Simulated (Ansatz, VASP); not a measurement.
## Ti: VASP beside Ansatz

```
CELL_PARAMETERS angstrom
4.45097 0.00000 0.00000
-2.22548 3.85465 0.00000
0.00000 0.00000 2.77046
ATOMIC_POSITIONS crystal
Ti 0.00000 0.00000 0.00000
Ti 0.33333 0.66667 0.50000
Ti 0.66667 0.33333 0.50000
```

Alike in both runs: functional LDA; k mesh 12 × 12 × 14; occupations gaussian, width 0.1 eV; no spin polarisation.

Ansatz relaxed the structure, and its values are those at the end. VASP's run is a single point on that final structure, the one shown.

|  | VASP | Ansatz |
| --- | --- | --- |
| version | VASP 6.6.1 | Ansatz 0.2.0 |
| potentials or method | VASP PAW LDA potentials, release 64 (Ti_sv) | scalar-relativistic, plane waves, PAW |
| plane-wave cutoff (eV) | 520 | 420 |
| valence electrons in the cell | 36 | 36 |

Ansatz gave:

- gap on the k mesh at the Fermi level (eV): none
- pressure (GPa): 0.0

Q: Estimate VASP's values.

A: gap on the k mesh at the Fermi level (eV): none; pressure (GPa): -0.4.

A gap of «none» marks a metal or a gap that the smearing closes. Ansatz warned: «pseudo_functional_mismatch».
